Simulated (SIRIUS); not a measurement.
Runs of SIRIUS 7.12.0 on W. It takes space group Im-3m (No. 229, cubic). The conventional cell has a = 3.165 Å, b = 3.165 Å, c = 3.165 Å, α = 90.00°, β = 90.00°, γ = 90.00°. Around W (site symmetry m-3m) lie 8 W at 2.74 Å. 

| level | V0 of scaled cells (Å³/atom) | B0 (GPa) |
| --- | --- | --- |
| PBEsol | 15.69 | 315 |
| RPBE | 16.35 | 291 |
| BLYP | 16.68 | (c) |
| PBE | 16.15 | (a) |
| LDA | 15.39 | 326 |
| PW91 | 16.15 | 297 |
| WC | 15.78 | 313 |
| AM05 | 15.61 | 318 |
| revPBE | 16.30 | (b) |

Alike in all rows: task equation of state; potentials or basis all-electron FP-LAPW, apw+lo standard; no spin polarisation; cell as given; k mesh 12 × 12 × 12; cutoff (eV) 185; smearing fermi-dirac 0.05 eV.

Question: Fill in the values left out.

Answer: (a) 299; (b) 293; (c) 271.
